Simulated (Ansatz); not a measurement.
**Al2Cu under pressure**

The calculation used DFT PBE, scalar-relativistic, plane waves, PAW (Ansatz). (420 eV cutoff, 10×10×10 k-mesh, Gaussian smearing of 0.10 eV, no spin polarisation)

Starting point, cell and atoms relaxed:

```xyz
6
Lattice="-3.0262 3.0262 2.4414 3.0262 -3.0262 2.4414 3.0262 3.0262 -2.4414" Properties=species:S:1:pos:R:3 pbc="T T T"
Al    0.9605    2.0657    2.4414
Al    0.9605    3.9867    0.0000
Al    2.0657   -0.9605    2.4414
Al    2.0657    0.9605    0.0000
Cu    0.0000    0.0000    1.2207
Cu    0.0000    0.0000    3.6622
```

Cell and atoms are relaxed at each pressure within the symmetry of the start, at zero temperature, so transitions that lower the symmetry aren't seen. The k-mesh given is that at zero pressure and may differ at others. a, b and c are the lengths of the cell vectors above.

| P (GPa) | V (Å³/atom) | V/V0 | a (Å) | b (Å) | c (Å) |
| --- | --- | --- | --- | --- | --- |
| -1 | 15.05 | 1.010 | 4.943 | 4.943 | 4.943 |
| 0 | 14.91 | 1.000 | 4.927 | 4.927 | 4.927 |
| 1 | 14.76 | 0.990 | 4.911 | 4.911 | 4.911 |
| 4 | 14.36 | 0.963 | 4.866 | 4.866 | 4.866 |
| 12 | 13.54 | 0.908 | 4.771 | 4.771 | 4.771 |
| 25 | 12.57 | 0.843 | 4.656 | 4.656 | 4.656 |
| 50 | 11.35 | 0.762 | 4.501 | 4.501 | 4.501 |
| 90 | 10.15 | 0.681 | 4.334 | 4.334 | 4.334 |

**Question.** What bulk modulus and pressure derivative fit these points?

**Answer.** A third-order Birch–Murnaghan fit gives B0 = 101 GPa and B0' = 4.3.